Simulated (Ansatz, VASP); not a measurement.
**C: VASP beside Ansatz**

```xyz
6
Lattice="4.4579 0.0000 0.0000 -2.2290 3.8607 0.0000 0.0000 0.0000 2.5306" Properties=species:S:1:pos:R:3 pbc="T T T"
C     2.9949    1.7291    0.6327
C     0.0000    3.4582    1.8980
C     0.7659    2.1316    1.8980
C    -0.7659    2.1316    1.8980
C     1.4631    1.7291    0.6327
C     2.2290    0.4025    0.6327
```

Alike in both runs: functional PBE; k mesh 6 × 6 × 6; occupations gaussian, width 0.1 eV; no spin polarisation.

Ansatz relaxed the structure, and its values are those at the end. VASP's run is a single point on that final structure, the one shown.

|  | VASP | Ansatz |
| --- | --- | --- |
| version | VASP 6.6.1 | Ansatz 0.2.0 |
| potentials or method | VASP PAW PBE potentials, release 64 (C) | scalar-relativistic, plane waves, PAW |
| plane-wave cutoff (eV) | 520 | 420 |
| valence electrons in the cell | 24 | 24 |

Ansatz gave:

| Property | Result |
| --- | --- |
| gap on the k mesh at the Fermi level (eV) | 2.28 |
| least direct gap on the mesh (eV) | 2.28 |
| pressure (GPa) | -0.2 |
| rms of the force components (eV/Å) | 0.007 |

Task: What did VASP give for the same quantities?

Result: gap on the k mesh at the Fermi level (eV): 2.28; least direct gap on the mesh (eV): 2.28; pressure (GPa): 0.3; rms of the force components (eV/Å): 0.027.

A k mesh can miss the band edges. As with any semilocal functional, this PBE gap is likely too small.
